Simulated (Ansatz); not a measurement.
**Si2W: response to uniaxial strain along c**

One table from this session's results is given with a row withheld; the runs are named, their logs left out.

Computed with Ansatz 0.2.0 (DFT PBE, scalar-relativistic, plane waves, PAW, unless a step's input says otherwise).

2 further runs of the same task are left out: 2 set aside as unsound or not needed.

**The starting structure**

Symmetry: I4/mmm, No. 139, tetragonal system. Conventional cell: a = 3.229 Å, b = 3.229 Å, c = 7.867 Å, α = 90.00°, β = 90.00°, γ = 90.00°. Around Si (site symmetry 4mm) lie 5 Si at 2.60 to 2.64 Å and 5 W at 2.63 Å. W (site symmetry 4/mmm) is surrounded by 10 Si at 2.63 Å.

Coordinates:

```
CELL_PARAMETERS angstrom
3.22900 0.00000 0.00000
0.00000 3.22900 0.00000
0.00000 0.00000 7.86683
ATOMIC_POSITIONS crystal
Si 0.00000 0.00000 0.33457
Si 0.50000 0.50000 0.16543
Si 0.50000 0.50000 0.83457
Si 0.00000 0.00000 0.66543
W 0.00000 0.00000 0.00000
W 0.50000 0.50000 0.50000
```

The unstrained cell comes from an earlier run at this level (6 atoms, E(σ→0) -23314.9192 eV, gap none (metal)).

The first run:

File input.yaml:

```yaml
crystal:
  lattice:
    - [3.2411040468, 0.0, 0.0]
    - [0.0, 3.2411040468, 0.0]
    - [0.0, 0.0, 7.7488254023]
  atoms:
    - { symbol: Si, position: [0.0, 0.0, 0.3345744057] }
    - { symbol: Si, position: [0.5, 0.5, 0.1654255943] }
    - { symbol: Si, position: [0.5, 0.5, 0.8345744057] }
    - { symbol: Si, position: [0.0, 0.0, 0.6654255943] }
    - { symbol: W, position: [0.0, 0.0, 0.0] }
    - { symbol: W, position: [0.5, 0.5, 0.5] }
basis:
  ecutwfc: 420
kpoints:
  mp_grid: { grid: [12, 12, 6] }
hamiltonian:
  xc: pbe
scf:
  occupations: { method: gaussian, width: 0.1 }
output:
  forces: true
  stress: true
  eigenvalues: true
relax:
  adjacent_minimum: "off"
  f_tol: 0.008
  max_steps: 40
  cell: { stress_tol: 0.015, fix: [c, angles] }
```

Run with:

```console
$ ansatz run input.yaml --threads 1 --pin off --max-ram 2560MiB --backend cpu --events-out ev --progress --plain --runs-dir out
```

Among the steps run: The cell strained by -1.5 %; The cell strained by +1.5 %; Strain -3.0 %; Strain +3.0 %; The cell strained by -4.5 %; The cell strained by +4.5 %.

One of the session's tables, all rows but one given; the rest of the session is left out.

Lengths are those of the vectors of the cell that was run; stresses in GPa:

```
strain (%)  ΔE (meV/atom)  a (Å)  b (Å)  c (Å)
      -4.5           49.4  3.256  3.256  7.513
      -3.0           21.0  3.247  3.247  7.631
      -1.5            5.1  3.238  3.238  7.749
      +0.0            0.0  3.229  3.229  7.867
      +1.5            4.3  3.221  3.221  7.985
      +3.0              ?      ?      ?      ?
      +4.5           36.3  3.205  3.205  8.221
```

Estimate the missing values for strain (%) = +3.0.

Worked estimate for «ΔE (meV/atom)». A straight line through the neighbours (1.5, 4.3) and (4.5, 36.3) gives 4.3 + (36.3 − 4.3) × (3.0 − 1.5) / (4.5 − 1.5) = 20.3; a parabola fitted to 3 rows on both sides gives 16.4.

The run gave: ΔE (meV/atom): 16.8; a (Å): 3.213; b (Å): 3.213; c (Å): 8.103. In «ΔE (meV/atom)» the line misses by +3.5 and the parabola by -0.4.

ΔE is over the unstrained cell. Stress in GPa, positive in compression, on the Cartesian axes of the input. 
